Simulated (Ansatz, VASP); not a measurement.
# Hf13Si3O32 (random alloy of the tetragonal HfO2 with Si on Hf sites line, x = 0.1875): VASP beside Ansatz

Aim: how closely do two programs agree when they are given the same cell, functional and k mesh? Of the first pair: The structure shown is the start of the Ansatz relaxation below; VASP solves that cell, so the two are compared at the walk's first step.

Program: Ansatz 0.2.0. Level of theory: plane waves, with VASP 6.6.1 beside it; RPBE. Results are calculated unless marked as measured.

### 1. The starting structure

The cell holds 96 atoms: 26 Hf, 64 O and 6 Si. Cell: a = 10.020 Å, b = 10.020 Å, c = 10.322 Å, α = 90.0°, β = 90.0°, γ = 90.0°. It derives from HfO2 (tetragonal HfO2 with Si on Hf sites), repeated 2×2×2. Tetragonal HfO2 with Si on Hf sites: 96 atoms, 6 of 32 Hf sites given to Si at random, cell and internal coordinates interpolated linearly between the end members (Vegard's rule); (so at first; earlier steps may have moved the atoms), displaced by a Gaussian of 0.02 A. Lattice constants are starting values near those of PBE.

### 2. Ansatz: relaxation, RPBE

Ansatz runs on its default PAW (the set named soft_2) files.

The two programs are compared at the cell with which this relaxation starts, whose forces are those of its first step.

File input.yaml:

```yaml
crystal:
  lattice:
    - [10.02043, 0.0, 0.0]
    - [0.0, 10.02043, 0.0]
    - [0.0, 0.0, 10.32235]
  atoms:
    - { symbol: Hf, position: [0.25324, 0.37378, 0.12398] }
    - { symbol: Hf, position: [0.24786, 0.12673, 0.37054] }
    - { symbol: O, position: [0.12848, 0.99848, 0.02562] }
    - { symbol: O, position: [0.1245, 0.00292, 0.27101] }
    - { symbol: O, position: [0.37436, 0.99923, 0.4772] }
    - { symbol: O, position: [0.3728, 0.99966, 0.2233] }
    - { symbol: Si, position: [8.0e-05, 0.12616, 0.12287] }
    - { symbol: Hf, position: [0.00228, 0.3768, 0.37597] }
    - { symbol: O, position: [0.3768, 0.24864, 0.02476] }
    - { symbol: O, position: [0.37313, 0.24947, 0.27603] }
    - { symbol: O, position: [0.12362, 0.24921, 0.47367] }
    - { symbol: O, position: [0.12331, 0.24866, 0.22498] }
    - { symbol: Hf, position: [0.24777, 0.37547, 0.62822] }
    - { symbol: Si, position: [0.25148, 0.12462, 0.87328] }
    - { symbol: O, position: [0.12351, 0.00338, 0.5251] }
    - { symbol: O, position: [0.12373, 0.00038, 0.77907] }
    - { symbol: O, position: [0.37524, 0.00123, 0.97558] }
    - { symbol: O, position: [0.3743, 0.99772, 0.72432] }
    - { symbol: Hf, position: [0.99958, 0.12617, 0.62663] }
    - { symbol: Hf, position: [0.00186, 0.37557, 0.87671] }
    - { symbol: O, position: [0.37349, 0.2525, 0.52599] }
    - { symbol: O, position: [0.37441, 0.25098, 0.77485] }
    - { symbol: O, position: [0.12726, 0.25303, 0.97923] }
    - { symbol: O, position: [0.12221, 0.24712, 0.72402] }
    - { symbol: Hf, position: [0.25032, 0.87675, 0.12561] }
    - { symbol: Hf, position: [0.24596, 0.62439, 0.3766] }
    - { symbol: O, position: [0.12546, 0.50152, 0.02457] }
    - { symbol: O, position: [0.1246, 0.50037, 0.27579] }
    - { symbol: O, position: [0.3754, 0.50024, 0.4737] }
    - { symbol: O, position: [0.37575, 0.50024, 0.22719] }
[... 60 atom lines left out ...]
    - { symbol: Hf, position: [0.50167, 0.62808, 0.62647] }
    - { symbol: Hf, position: [0.50177, 0.87325, 0.87332] }
    - { symbol: O, position: [0.87212, 0.75246, 0.52451] }
    - { symbol: O, position: [0.87779, 0.74844, 0.77415] }
    - { symbol: O, position: [0.62519, 0.75184, 0.97512] }
    - { symbol: O, position: [0.62542, 0.75003, 0.72534] }
kpoints:
  mp_grid: { grid: [1, 1, 1] }
hamiltonian:
  xc: rpbe
scf:
  occupations: { method: fixed }
output:
  forces: true
relax:
  f_tol: 0.05
  max_steps: 150
  cell: {}
```

Run with:

```sh
$ ansatz run input.yaml --threads 4 --pin off --max-ram 8192MiB --backend cpu --events-out ev --progress --plain --runs-dir out
```

Numbers of over 12 decimals in the logs are rounded to 6 here.

The log of the run:

```text
Engine: ansatz 0.2.0, aarch64-unknown-linux-gnu
Pseudopotentials: kind: paw
Pseudopotential: Hf, paw, valence charge 26, recommended cutoff 420 eV (normal), Hf.paw.azcp
Pseudopotential: O, paw, valence charge 6, recommended cutoff 420 eV (normal), O.paw.azcp
Pseudopotential: Si, paw, valence charge 4, recommended cutoff 420 eV (normal), Si.paw.azcp
Functional definition: RPBE
  parameter kappa = 0.804
  parameter beta = 0.066725
  exchange = rpbe_x(kappa = kappa, mu = beta*pi^2/3)
  correlation = pbe_c(beta = beta)
Crystal: 96 atoms, lattice volume = 1036.457 Å³
Basis set: ecut = 420 eV, 20231 PW (Γ), exchange–correlation on 144×144×144 points (8 copies of the dense FFT grid, shifted against one another)
Bands: 651, of which v1, the nominal top of the filled ones, is band 542 counted from 1 (541 counted from 0)
Symmetry: 1 space group operations
Space group: P1 (ITA 1), of the structure as read, at distance tolerance 1.0e-4 Å
k-points: 1
Non-local potential: Hf, projectors of the file, l = 0: 3, l = 1: 2, l = 2: 2, l = 3: 3
Non-local potential: O, projectors of the file, l = 0: 2, l = 1: 2, l = 2: 1
Non-local potential: Si, projectors of the file, l = 0: 2, l = 1: 2, l = 2: 2
PAW form: soft (Blöchl's): semilocal exchange-correlation on the pseudo side does not see the compensation charge
PAW frozen core: Hf, regenerated for the run's functional, and the local potential with it (the file was generated under x = pbe(κ = 0.804, μ = 0.219515), c = pbe(β = 0.066725))
PAW frozen core: O, regenerated for the run's functional, and the local potential with it (the file was generated under x = pbe(κ = 0.804, μ = 0.219515), c = pbe(β = 0.066725))
PAW frozen core: Si, regenerated for the run's functional, and the local potential with it (the file was generated under x = pbe(κ = 0.804, μ = 0.219515), c = pbe(β = 0.066725))
PAW one-centre angular grid: Hf, 590 points (default); XC on 64 Gauss nodes
PAW one-centre angular grid: O, 110 points (default); XC on 64 Gauss nodes
PAW one-centre angular grid: Si, 110 points (default); XC on 64 Gauss nodes
Initial density: superposition of atomic densities (neutral atoms: chi_scale 0, normalization atom), corrected by the library's trained network
Initial wavefunctions: pseudopotential atomic-orbital guess
Functional: x = rpbe, c = pbe(β = 0.066725)
SCF iter   1: F=—  HF=-449461.250521 eV  |F-HF|=—  |Δ(HF+E_count)|=         —  Δρ=5.89e-3  dr2=3.90e-1  ethr=1.77e-3  ⟨swp⟩=5.0  Hψ=1758  notcnv=0  defer=107
preconditioner: auto → Resta (q_TF=auto, 2.749 Å⁻¹)  ε∞=5.4  [insulator: Δε(μ)=2.583 eV  Ē_g=17.628 eV  n_scr=372 (ndim 8)  ℏωp=37.1 eV  f_vac=0.049  ε∞_Penn≈5.4]
SCF iter   2: F=—  HF=-449461.205624 eV  |F-HF|=—  |Δ(HF+E_count)|=   4.49e-2  Δρ=3.05e-3  dr2=7.08e-2  ethr=3.60e-5  ⟨swp⟩=2.0  Hψ=1148  notcnv=0  defer=107
SCF iter   3: F=—  HF=-449461.206734 eV  |F-HF|=—  |Δ(HF+E_count)|=   1.11e-3  Δρ=1.29e-3  dr2=1.95e-2  ethr=6.53e-6  ⟨swp⟩=2.0  Hψ=742  notcnv=0  defer=107
SCF iter   4: F=—  HF=-449461.207866 eV  |F-HF|=—  |Δ(HF+E_count)|=   1.13e-3  Δρ=4.30e-4  dr2=2.09e-3  ethr=1.80e-6  ⟨swp⟩=2.0  Hψ=987  notcnv=0  defer=107
SCF iter   5: F=—  HF=-449461.208912 eV  |F-HF|=—  |Δ(HF+E_count)|=   1.05e-3  Δρ=2.60e-4  dr2=7.29e-4  ethr=1.93e-7  ⟨swp⟩=2.0  Hψ=1092  notcnv=0  defer=105
SCF iter   6: F=—  HF=-449461.209348 eV  |F-HF|=—  |Δ(HF+E_count)|=   4.37e-4  Δρ=9.44e-5  dr2=8.67e-5  ethr=6.72e-8  ⟨swp⟩=2.0  Hψ=986  notcnv=0  defer=103
SCF iter   7: F=—  HF=-449461.209744 eV  |F-HF|=—  |Δ(HF+E_count)|=   3.96e-4  Δρ=5.69e-5  dr2=3.22e-5  ethr=7.99e-9  ⟨swp⟩=2.0  Hψ=986  notcnv=0  defer=103
SCF iter   8: F=—  HF=-449461.209766 eV  |F-HF|=—  |Δ(HF+E_count)|=   2.14e-5  Δρ=1.76e-5  dr2=3.54e-6  ethr=2.97e-9  ⟨swp⟩=2.0  Hψ=1090  notcnv=0  defer=103
SCF iter   9: F=—  HF=-449461.209773 eV  |F-HF|=—  |Δ(HF+E_count)|=   7.05e-6  Δρ=1.39e-5  dr2=1.69e-6  ethr=3.27e-10  ⟨swp⟩=2.0  Hψ=1004  notcnv=0  defer=103
SCF iter  10: F=-449461.209773 eV  HF=-449461.209773 eV  |F-HF|=9.06e-8  |Δ(HF+E_count)|=   2.07e-7  Δρ=2.96e-6  dr2=7.39e-8  ethr=9.23e-12  ⟨swp⟩=4.0  Hψ=3026  notcnv=0
SCF 1 converged in 10 iterations: F = -449461.209773 eV  dr2 = 7.39e-8
  greatest PAW one-centre occupation: 0.999 electrons in one spin orbital (limit 2), on the Hf atom at site 73 (counted from 0), in its partial waves of l = 0
relax step   1: F+E_penalty+E_count = -449461.20977321 eV  Δ(F+E_penalty+E_count) = +0.000e0 eV  max|allowed force component| = 2.631e0 eV/Å  Δτ_max = 0.0000 Å  P = +7.341 GPa  Ω = 1036.457 Å³  (10 SCF iters, dr2 threshold 1.00e-7 eV, accepted)
Crystal: 96 atoms, lattice volume = 1080.508 Å³
Basis set: ecut = 420 eV, 21127 PW (Γ), exchange–correlation on 144×144×144 points (8 copies of the dense FFT grid, shifted against one another)
Initial density: handed on by an earlier stage of this run
[...]
atom  93  O      0.00164903    -0.00215151    -0.00273532
  atom  94  O     -0.00012338     0.00370152     0.00171824
  atom  95  O      0.00001545     0.00166969    -0.00146755
  atom  96  O     -0.00100589     0.00112281    -0.00001838
  max |Σ_I F_I| component: 1.31e-5 eV/Å
--- Stress (GPa, compression-positive) ---
       -0.000954      -0.002318      -0.001078
       -0.002318       0.001545       0.005323
       -0.001077       0.005323       0.006038
  P = ⅓ Tr σ = 0.0022 GPa (0.022 kbar)
--- Relaxed structure (19 steps of the walk, 18 accepted, 3 SCFs on fresh bases) ---
  F+E_penalty+E_count = -449488.94928195 eV   max|allowed force component| = 7.132e-3 eV/Å   (the final SCF, on the basis selected at the relaxed cell)
  cell:  # Å, volume = 1109.8148 Å³
    - [10.036478, 0.062596, -0.00298456]
    - [0.062596, 10.281658, 0.085831]
    - [-0.00307449, 0.088418, 10.756039]
  atoms:
    - { symbol: Hf, position: [0.229646, 0.366847, 0.134123] }
    - { symbol: Hf, position: [0.244839, 0.105706, 0.378419] }
    - { symbol: O, position: [0.087754, 1.019003, 0.067753] }
    - { symbol: O, position: [0.137794, -0.048652, 0.302635] }
    - { symbol: O, position: [0.379608, 0.969553, 0.446448] }
    - { symbol: O, position: [0.351063, 1.015740, 0.196666] }
    - { symbol: Si, position: [-0.00515756, 0.112701, 0.153202] }
    - { symbol: Hf, position: [-0.018191, 0.368293, 0.395049] }
    - { symbol: O, position: [0.400297, 0.301899, 0.041122] }
    - { symbol: O, position: [0.377382, 0.262120, 0.283728] }
    - { symbol: O, position: [0.106073, 0.230369, 0.472076] }
    - { symbol: O, position: [0.106345, 0.210885, 0.220849] }
    - { symbol: Hf, position: [0.277902, 0.371732, 0.609918] }
    - { symbol: Si, position: [0.268339, 0.160879, 0.863228] }
    - { symbol: O, position: [0.139561, -0.00403899, 0.538595] }
    - { symbol: O, position: [0.174812, 0.076577, 0.771565] }
    - { symbol: O, position: [0.371836, 0.058123, 0.939185] }
    - { symbol: O, position: [0.425124, 0.991833, 0.698716] }
    - { symbol: Hf, position: [1.029382, 0.139639, 0.644538] }
    - { symbol: Hf, position: [0.013674, 0.379962, 0.865960] }
    - { symbol: O, position: [0.351839, 0.203491, 0.540608] }
    - { symbol: O, position: [0.378024, 0.256078, 0.783260] }
    - { symbol: O, position: [0.170877, 0.264906, 0.947988] }
    - { symbol: O, position: [0.111581, 0.312767, 0.702275] }
    - { symbol: Hf, position: [0.208789, 0.877417, 0.132551] }
    - { symbol: Hf, position: [0.243512, 0.601055, 0.364456] }
    - { symbol: O, position: [0.080186, 0.490445, 0.050689] }
    - { symbol: O, position: [0.134332, 0.450746, 0.295598] }
    - { symbol: O, position: [0.395677, 0.455233, 0.442345] }
    - { symbol: O, position: [0.344399, 0.517051, 0.194656] }
    - { symbol: Si, position: [-0.013721, 0.597201, 0.134234] }
    - { symbol: Hf, position: [0.980233, 0.875212, 0.398598] }
    - { symbol: O, position: [0.349588, 0.787688, 0.010116] }
    - { symbol: O, position: [0.350836, 0.751179, 0.259269] }
    - { symbol: O, position: [0.109426, 0.728060, 0.446696] }
    - { symbol: O, position: [0.098858, 0.699151, 0.189893] }
    - { symbol: Hf, position: [0.288688, 0.878905, 0.608870] }
    - { symbol: Hf, position: [0.234735, 0.680418, 0.858364] }
[...]
- { symbol: Hf, position: [0.015967, 0.627378, 0.618906] }
    - { symbol: Si, position: [-0.044539, 0.861456, 0.872482] }
[...]
- { symbol: Hf, position: [0.741271, 0.357377, 0.130507] }
    - { symbol: Hf, position: [0.729935, 0.114931, 0.365103] }
[...]
- { symbol: Hf, position: [0.480182, 0.129801, 0.103554] }
    - { symbol: Si, position: [0.491928, 0.354023, 0.360473] }
[...]
- { symbol: Si, position: [0.760237, 0.392673, 0.634261] }
    - { symbol: Hf, position: [0.775656, 0.121754, 0.912043] }
[...]
- { symbol: Hf, position: [0.527208, 0.149581, 0.624525] }
    - { symbol: Hf, position: [0.495098, 0.401230, 0.878178] }
[...]
- { symbol: Hf, position: [0.739577, 0.848852, 0.133371] }
    - { symbol: Hf, position: [0.738900, 0.601841, 0.369309] }
[...]
- { symbol: Hf, position: [0.462783, 0.637536, 0.096615] }
    - { symbol: Hf, position: [0.494704, 0.837286, 0.360587] }
[...]
- { symbol: Hf, position: [0.770869, 0.909733, 0.638807] }
    - { symbol: Hf, position: [0.757388, 0.607663, 0.904703] }
    - { symbol: O, position: [0.669770, 0.502303, 0.550081] }
    - { symbol: O, position: [0.610247, 0.545760, 0.797147] }
    - { symbol: O, position: [0.845089, 0.439293, 0.966467] }
    - { symbol: O, position: [0.864268, 0.483016, 0.720733] }
    - { symbol: Hf, position: [0.529250, 0.636010, 0.633179] }
    - { symbol: Hf, position: [0.514769, 0.900340, 0.859002] }
    - { symbol: O, position: [0.887818, 0.776999, 0.557974] }
    - { symbol: O, position: [0.882204, 0.735178, 0.809385] }
    - { symbol: O, position: [0.625560, 0.754598, 0.974218] }
    - { symbol: O, position: [0.628730, 0.792564, 0.711782] }
```

The column dr2 measures how far the density is from self-consistency, as an energy; F and HF (Harris–Foulkes) agree once it is small.

### 3. VASP: single point, RPBE, start cell, pair 1

The same cell, functional and mesh now go to VASP, with its own data sets.

Lines of VASP's logs that name or quote its potential files are left out, and so is its time.

File INCAR:

```
SYSTEM = Hf13Si3O32
PREC = Accurate
ENCUT = 520
EDIFF = 1E-06
NELM = 120
ISMEAR = 0
SIGMA = 0.01
LREAL = Auto
ALGO = Normal
GGA = RP
NBANDS = 408
LASPH = .TRUE.
LORBIT = 11
LWAVE = .FALSE.
LCHARG = .FALSE.
ISIF = 2
GGA_COMPAT = .FALSE.
EFERMI = MIDGAP
NCORE = 2
```

File POSCAR:

```
Hf13Si3O32
1.0
   10.0204300000      0.0000000000      0.0000000000
    0.0000000000     10.0204300000      0.0000000000
    0.0000000000      0.0000000000     10.3223500000
Hf O Si
26 64 6
Direct
    0.2532426253      0.3737763749      0.1239833953
    0.2478636146      0.1267310884      0.3705357792
    0.0022753515      0.3768001972      0.3759705881
    0.2477737981      0.3754729088      0.6282193493
    0.9995778624      0.1261722301      0.6266305638
    0.0018562078      0.3755727050      0.8767092765
    0.2503185991      0.8767488022      0.1256109316
    0.2459575088      0.6243943623      0.3766002897
    0.9987295954      0.8758506371      0.3751471322
    0.2494703321      0.8750722274      0.6223389054
    0.2506279671      0.6266896730      0.8733282634
    0.0032533534      0.6256717526      0.6226779755
    0.7510555934      0.3752733166      0.1251459212
    0.7512252468      0.1254636777      0.3763193459
    0.5004974836      0.1244058389      0.1259596894
    0.7525824740      0.1247750845      0.8738029615
    0.5016152001      0.1270803748      0.6242183224
    0.5016351594      0.3738761710      0.8787921355
    0.7512352264      0.8741341439      0.1277325415
    0.7502572245      0.6282265332      0.3759705881
    0.4997589924      0.6225381546      0.1227143044
    0.4986712147      0.8716592003      0.3766002897
    0.7444291313      0.8788744595      0.6257102307
    0.7479219954      0.6290947594      0.8761280135
    0.5016650982      0.6280768390      0.6264658726
    0.5017748739      0.8732459585      0.8733185757
    0.1284775204      0.9984801051      0.0256240100
    0.1244956554      0.0029240262      0.2710138680
    0.3743551923      0.9992285760      0.4771975374
    0.3727983729      0.9996576993      0.2233018644
[... 60 atom lines left out ...]
    0.0000798369      0.1261622505      0.1228693079
    0.2514762341      0.1246154107      0.8732798248
    0.0023851272      0.6253723643      0.1242740267
    0.0017164932      0.8746431041      0.8738320247
    0.4996492167      0.3769698506      0.3754087005
    0.7474629332      0.3756325826      0.6259717991
```

File KPOINTS:

```
Automatic mesh
0
Gamma
1 1 1
0 0 0
```

The projector-augmented-wave data sets are Hf_pv, O and Si (PBE family, release 64).

Run with:

```sh
$ mpirun -np 8 vasp_gam
```

The log of the run:

```text
[banner, memory and clock lines left out]
running    8 mpi-ranks, on    1 nodes
[...]
|                                                                             |
|               ----> ADVICE to this user running VASP <----                  |
|                                                                             |
|     You enforced a specific xc type in the INCAR file but a different       |
|     [... a line on the potential file left out ...]
|     I HOPE YOU KNOW WHAT YOU ARE DOING!                                     |
|                                                                             |

 LDA part: xc-table for (Slater+PW92), standard interpolation
 POSCAR, INCAR and KPOINTS ok, starting setup
[...]
entering main loop
       N       E                     dE             d eps       ncg     rms          rms(c)
DAV:   1     0.740004100418E+04    0.74000E+04   -0.42304E+05   816   0.174E+03
DAV:   2    -0.201280651697E+03   -0.76013E+04   -0.72276E+04  1088   0.492E+02
DAV:   3    -0.995931180353E+03   -0.79465E+03   -0.78559E+03   944   0.142E+02
DAV:   4    -0.101690598279E+04   -0.20975E+02   -0.20876E+02   936   0.242E+01
[...]
DAV:  16    -0.859644233871E+03   -0.22540E-04   -0.35499E-05   912   0.103E-02    0.235E-02
DAV:  17    -0.859644241068E+03   -0.71971E-05   -0.55391E-06   792   0.389E-03    0.129E-02
DAV:  18    -0.859644242007E+03   -0.93871E-06   -0.10781E-06   568   0.203E-03
   1 F= -.85964424E+03 E0= -.85964424E+03  d E =0.000000E+00
```

Parts of OUTCAR (step 3):

```text
  FREE ENERGIE OF THE ION-ELECTRON SYSTEM (eV)
  ---------------------------------------------------
  free  energy   TOTEN  =      -859.6442420068 eV

  energy  without entropy=     -859.6442420068  energy(sigma->0) =     -859.64424201
```

The run ends at a pressure of 4.33 GPa, with forces up to 3.6 eV/Å.

### 4. Differences

Known differences besides the potentials themselves: fixed occupations in Ansatz, narrow Gaussian smearing in VASP; the data sets hold 1084 valence electrons in Ansatz (on its default PAW (the set named soft_2) files) and 668 in VASP; the cutoff is 420 eV in Ansatz and 520 eV in VASP (PREC = Accurate, projectors in real space); Ansatz makes its cores anew for this functional, VASP keeps those of its PBE data sets. Total energies have different zeros and are not compared.

Forces on 10 of the 96 atoms, those with the largest forces and the largest differences (eV/Å; atoms numbered as in POSCAR):

| atom | Ansatz x, y, z | VASP x, y, z |
| --- | --- | --- |
| O27 | -2.421, 2.579, 0.523 | -2.338, 2.495, 0.582 |
| O40 | -2.102, -2.353, 1.585 | -2.016, -2.262, 1.549 |
| O50 | -2.321, -2.480, -1.051 | -2.235, -2.392, -1.009 |
| O62 | 2.631, 2.571, -0.753 | 2.548, 2.480, -0.718 |
| O63 | 1.681, -1.572, 1.891 | 1.593, -1.479, 1.844 |
| O71 | -1.816, 2.108, 1.989 | -1.740, 2.017, 1.950 |
| O74 | 2.211, 2.610, -1.153 | 2.122, 2.517, -1.127 |
| O78 | 1.982, 2.107, -1.945 | 1.900, 2.025, -1.909 |
| O79 | 2.368, -1.847, 1.162 | 2.241, -1.799, 1.172 |
| O83 | 1.463, -2.083, 1.294 | 1.411, -1.956, 1.301 |

The forces differ by 46 meV/Å r.m.s., which is 4.8 % of the r.m.s. force of 0.962 eV/Å (both taken over all components).

### 5. Ansatz: relaxation, RPBE

This run makes the geometry at which the two programs are then compared. The cell compared in this pair holds 1109.81 Å³, against 1036.46 Å³ for the pair before.

The structure compared here is the end of the Ansatz relaxation.

This is the run of step 2 again, met here at its other cell.

[end of part 1 of 2]

[Lines on the potential files, build, host, timing and source positions are cut from VASP's logs without a mark.]

[Logs are printed without paths, hosts, clocks, repeated set-up lines and the standing remarks that a program may print on its own settings, such as how far it seeks lower states.]

[Hosts, paths, dates, database ids (printed as entryN), source tags and the programs' standing remarks are cut or masked in the printed files.]
